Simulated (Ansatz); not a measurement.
**HgTe (F-43m) under several functionals**

**Experimental background.**

A printed reference work, data compilation reports, for a bulk crystal of HgTe at 300 K: lattice constant a 6.4623 Å.

Plane-wave DFT in Ansatz with scalar-relativistic PAW potentials. The same structure was relaxed (cell and atoms, symmetry kept) in separate runs at each level. No spin polarisation.

| level | cutoff (eV) | k mesh | V (Å³/atom) | a (Å) |
| --- | --- | --- | --- | --- |
| LDA | 420 | 12×12×12 | 33.304 | 6.435 |
| PBEsol | 420 | 12×12×12 | 34.515 | 6.512 |
| r2SCAN | 500 | 12×12×12 | 35.474 | 6.572 |

**Question.** Where does PBE (420 eV, k mesh 12×12×12) fall?

**Answer.** V (Å³/atom) 36.753, a (Å) 6.650. Its volume is the largest of the set. The usual order of volumes, LDA < PBEsol < PBE, holds here (33.304, 34.515, 36.753 Å³/atom). As a rule LDA overbinds; PBEsol, built on the gradient expansion of slowly varying densities, lies between LDA and PBE; PBE's stronger gradient term for exchange weakens bonds. r2SCAN lies 3.5 % under PBE in volume.

For PBE: Against the measured lattice constant a of HgTe, 6.4623 Å (300 K; a printed reference work, data compilation), the calculated 6.650 Å is off by +2.9 %. The calculations are for 0 K without zero-point motion.

Spin–orbit coupling is left out, which can shift energies with elements as heavy as these.